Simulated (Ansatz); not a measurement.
The system is TaN.

```
Ta N
1.0
     0.00000    2.21132    2.21132
     2.21132    0.00000    2.21132
     2.21132    2.21132    0.00000
Ta N
1 1
Cartesian
  2.2113 2.2113 2.2113
  0.0000 0.0000 0.0000
```

The cell comes from a database or a generator and needn't be the stable form of this composition.

Base run:

* Program: Ansatz 0.2.0
* Functional: PBEsol
* Potentials or basis: all-electron LAPW, scalar-relativistic
* Cutoff: 355 eV (chosen from the basis error)
* Basis error allowed: 0.001 eV/atom
* k mesh: 10 × 10 × 10
* Occupations: fermi-dirac, width 0.05 eV
* Spin: no spin polarisation
* Hubbard terms: Ta d U = 6 eV

Its results: band gap on the k mesh none (metal or under the smearing width); pressure -4.9 GPa.

Q: The run is repeated on the same cell with these changes: hubbard terms from Ta d U = 6 eV to Ta d U = 4 eV. What comes out?

A: Band gap on the k mesh none (metal or under the smearing width); pressure -7.0 GPa.

Caveats: U is the effective U less J, on atomic orbitals that reach past the spheres; U without spin polarisation on a metal has little footing.
